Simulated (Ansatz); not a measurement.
Crystal: Pd.

```
CELL_PARAMETERS angstrom
-1.57228 1.57228 1.57228
1.57228 -1.57228 1.57228
1.57228 1.57228 -1.57228
ATOMIC_POSITIONS crystal
Pd 0.00000 0.00000 0.00000
```

This isn't the form of Pd at room conditions, which is fcc.

Base run:

```yaml
Program: Ansatz 0.2.0
Functional: PBEsol
Potentials_or_basis: all-electron LAPW, scalar-relativistic
Cutoff: 273 eV
Density_cutoff: 1092 eV
Basis_error_allowed: 0.001 eV/atom
k_mesh: 12 × 12 × 12
Occupations: fermi-dirac, width 0.05 eV
Spin: no spin polarisation
```

Its results: pressure -10.0 GPa.

Problem. The run is repeated on the same cell with these changes: functional from PBEsol to LDA. What comes out?

Solution. Pressure -15.3 GPa.

LDA binds more tightly than PBEsol, so the same cell stands under less pressure.

Not every run made on this cell is shown here.
